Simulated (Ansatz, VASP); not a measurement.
# Rh: VASP beside Ansatz

File INCAR:

```
SYSTEM = Rh
PREC = Accurate
ENCUT = 520
EDIFF = 1E-8
ISMEAR = -1
SIGMA = 0.05
LREAL = .FALSE.
LASPH = .TRUE.
NELM = 80
ALGO = Normal
ISIF = 2
LWAVE = .FALSE.
LCHARG = .FALSE.
GGA = PE
LEFG = .TRUE.
NBANDS = 14
```

Contents of KPOINTS:

```
regular mesh
0
G
  16 16 16
  0 0 0
```

The input POSCAR:

```
Rh
1.0
    0.0000000000      1.9024335035      1.9024335035
    1.9024335035      0.0000000000      1.9024335035
    1.9024335035      1.9024335035      0.0000000000
Rh
1
Direct
    0.0000000000      0.0000000000      0.0000000000
```

Input for Ansatz:

```yaml
crystal:
  lattice:
    - [0.0, 1.9024335035, 1.9024335035]
    - [1.9024335035, 0.0, 1.9024335035]
    - [1.9024335035, 1.9024335035, 0.0]
  atoms:
    - { symbol: Rh, position: [0.0, 0.0, 0.0] }
kpoints:
  mp_grid: { grid: [16, 16, 16] }
scf:
  occupations: { method: fermi_dirac, width: 0.05 }
hamiltonian:
  xc: pbe
  pseudopotentials: { kind: paw }
output:
  forces: true
  stress: true
  eigenvalues: true
  efg: { contact_densities: true }
  write_density: true
  write_potential: true
  elf: true
  volumetric_format: npy
```

Change from the starting cell: volume scaled by 0.98, PAW files.

Alike in both runs: task electric field gradients; functional PBE; k mesh 16 × 16 × 16; occupations fermi-dirac, width 0.05 eV; no spin polarisation.

```csv
,VASP,Ansatz
version,VASP 6.6.1,Ansatz 0.2.0
potentials or method,"VASP PAW PBE potentials, release 64 (Rh_pv)","PAW with Ansatz's default frozen-core files, scalar-relativistic"
plane-wave cutoff (eV),520,420
valence electrons in the cell,15,17
```

|  | VASP | Ansatz | Ansatz less VASP |
| --- | --- | --- | --- |
| pressure (GPa) | 5.5 | 5.5 | -0.05 |
| Vzz of the field gradient on the site that differs most (V/Å²) | 0.0 | 0.0 | 0.00 |

The two sets of potentials don't hold the same shells in valence. Ansatz warned: «gradients_without_spin_orbit».
